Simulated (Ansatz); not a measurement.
# Ca: vacancy migration on the Ca sublattice

Method: DFT PBE, scalar-relativistic, plane waves, PAW in Ansatz 0.2.0. The runs took a 420 eV cutoff, a Γ-centred 4×4×4 mesh and Gaussian smearing (0.1 eV). No spin polarisation.

The perfect supercell:

```
Ca
1.0
     4.39137    4.39137    8.73972
    -4.39137   -4.39137    8.73972
     8.78273   -4.39137    4.36986
Ca
24
Direct
  0.25000 0.75000 0.00000
  0.37500 0.37500 0.00000
  0.50000 0.00000 0.00000
  0.33333 0.50000 0.33333
  0.45833 0.12500 0.33333
  0.58333 0.75000 0.33333
  0.29167 0.62500 0.66667
  0.41667 0.25000 0.66667
  0.54167 0.87500 0.66667
  0.62500 0.62500 0.00000
  0.75000 0.25000 0.00000
  0.87500 0.87500 0.00000
  0.70833 0.37500 0.33333
  0.83333 0.00000 0.33333
  0.66667 0.50000 0.66667
  0.79167 0.12500 0.66667
  0.91667 0.75000 0.66667
  0.00000 0.50000 0.00000
  0.12500 0.12500 0.00000
  0.95833 0.62500 0.33333
  0.08333 0.25000 0.33333
  0.20833 0.87500 0.33333
  0.04167 0.37500 0.66667
  0.16667 0.00000 0.66667
```

Atom 1 (Ca) is removed, leaving a vacancy without charge, and atom 10 jumps 3.80 Å into it. The vacancy and the half-way point are each relaxed at fixed cell, keeping their symmetry. The supercell is small.

How high does the half-way point lie?

0.26 eV above the relaxed vacancy, with the jumping atom 0.00 Å off the straight line, where the cell's symmetry pins it, so a bent path, which could be lower, wasn't tried. This is the barrier if that point is a first-order saddle, which wasn't checked.

Cost: 2 runs of about 41 core-minutes in all, on Arm Neoverse V1 (shared hosts).